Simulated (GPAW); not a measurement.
Ta in GPAW: convergence with plane-wave cutoff (eV)

Input of the first run (plane-wave cutoff (eV) 200); the others differ in this setting and in those tied to it:

File run.py:

```python
from ase import Atoms
from ase.dft.bandgap import bandgap
from ase.io import write
from ase.units import GPa
from gpaw import GPAW, PW

atoms = Atoms(['Ta', 'Ta'],
              cell=[[2.9003720726, 0.0, 0.0],
                    [-1.4501860363, 2.5117958953, 0.0],
                    [0.0, 0.0, 5.166274]],
              scaled_positions=[[0.3333333333, 0.6666666667, 0.25],
                                [0.6666666667, 0.3333333333, 0.75]],
              pbc=True)

calc = GPAW(mode=PW(200),
            xc='LDA',
            kpts={'size': (8, 8, 4), 'gamma': True},
            occupations={'name': 'fermi-dirac', 'width': 0.05},
            nbands=26,
            convergence={'density': 1e-05, 'energy': 1e-05},
            maxiter=100,
            txt='gpaw.txt')
atoms.calc = calc
energy = atoms.get_potential_energy()
forces = atoms.get_forces()
stress = atoms.get_stress()
calc.write('gs.gpw')
write('result.traj', atoms)
print(f'Energy: {energy:.6f} eV')
print('Forces (eV/A):')
print(forces.round(4))
print('Stress (GPa):', (stress / GPa).round(3))
print('Fermi level:', round(calc.get_fermi_level(), 4), 'eV')
print(f'Gap: {bandgap(calc)[0]:.4f} eV, direct: {bandgap(calc, direct=True)[0]:.4f} eV')
```

Potentials or basis: the program's PAW data sets (release 1.2.1) made for this functional, pw.

Launch:

```console
$ OMP_NUM_THREADS=1 python run.py
```

This isn't the form of Ta at room conditions, which is bcc.

Hardware: 1 thread of Arm Neoverse V2, with other jobs on the host.

```
plane-wave cutoff (eV)  energy less the tightest run, at zero smearing (meV/atom)  pressure (GPa)  SCF cycles  CPU time (s)  peak memory (GiB)
                   200                                                     422.88          -18.38           9           5.2               0.12
                   250                                                     187.70          -16.79          10           6.4               0.13
                   300                                                      71.80          -14.19          10           7.3               0.13
                   350                                                      27.45          -12.79           9           8.6               0.14
                   400                                                      11.75          -12.27           9           9.1               0.14
                   500                                                       2.19          -11.93          10            13               0.15
                   600                                                       0.37          -11.85           9            18               0.16
                   800                                                       0.00          -11.82          10            24               0.19
                  1000                                                       0.00          -11.82           9            36               0.23
```

Against the tightest run, the energy stays within 1 meV/atom from 600 on; the pressure stays within 0.1 GPa from 600 on. The tightest run that finished is the yardstick and may itself not be fully converged.

The run has no spin-orbit coupling, so splittings on Ta are missing.
